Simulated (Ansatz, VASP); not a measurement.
**SiC: VASP beside Ansatz**

INCAR

```
  PREC = Accurate
  ENCUT = 520
  EDIFF = 1E-6
  ISMEAR = 0
  SIGMA = 0.05
  LREAL = False
  LASPH = True
  NELM = 80
  ALGO = Normal
  ISIF = 2
  LWAVE = False
  LCHARG = False
  GGA = PE
  NBANDS = 11
```

Contents of KPOINTS:

```
Automatic mesh
0
Gamma
  12 12 12
```

POSCAR

```
SiC
1.0
    0.0081525000      2.1740000000      2.1740000000
    2.1821525000      0.0000000000      2.1821525000
    2.1740000000      2.1740000000      0.0081525000
Si C
1 1
Direct
    0.0000000000      0.0000000000      0.0000000000
    0.7500000000      0.7500000000      0.7500000000
```

Input for Ansatz:

```yaml
crystal:
  lattice:
    - [0.0081525, 2.174, 2.174]
    - [2.1821525, 0.0, 2.1821525]
    - [2.174, 2.174, 0.0081525]
  atoms:
    - { symbol: Si, position: [0.0, 0.0, 0.0] }
    - { symbol: C, position: [0.75, 0.75, 0.75] }
basis:
  ecutwfc: 420
kpoints:
  mp_grid: { grid: [12, 12, 12] }
hamiltonian:
  xc: pbe
scf:
  occupations: { method: gaussian, width: 0.05 }
output:
  forces: true
  stress: true
  eigenvalues: true
```

Change from the starting cell: strain +0.0075 x Voigt [0, 0, 0, 0, 1, 0], atoms carried along.

Alike in both runs: task single point; functional PBE; k mesh 12 × 12 × 12; occupations gaussian, width 0.05 eV; no spin polarisation.

|  | VASP | Ansatz |
| --- | --- | --- |
| version | VASP 6.6.1 | Ansatz 0.2.0 |
| potentials or method | VASP PAW PBE potentials, release 64 (Si, C) | scalar-relativistic, plane waves, PAW |
| plane-wave cutoff (eV) | 520 | 420 |
| valence electrons in the cell | 8 | 8 |

Ansatz gave:

* gap on the k mesh at the Fermi level (eV): 1.33
* least direct gap on the mesh (eV): 4.49
* pressure (GPa): 4.9
* largest component of the traceless stress (GPa): 2.09
* rms of the force components (eV/Å): 0.038

Question: Which values does VASP return?

Answer: gap on the k mesh at the Fermi level (eV): 1.33; least direct gap on the mesh (eV): 4.49; pressure (GPa): 4.8; largest component of the traceless stress (GPa): 2.10; rms of the force components (eV/Å): 0.038.

Atom by atom the forces differ by 0.000 eV/Å (rms over components). With one functional, cell and mesh, what is left measures potentials, basis and numerics.

A k mesh can miss the band edges.
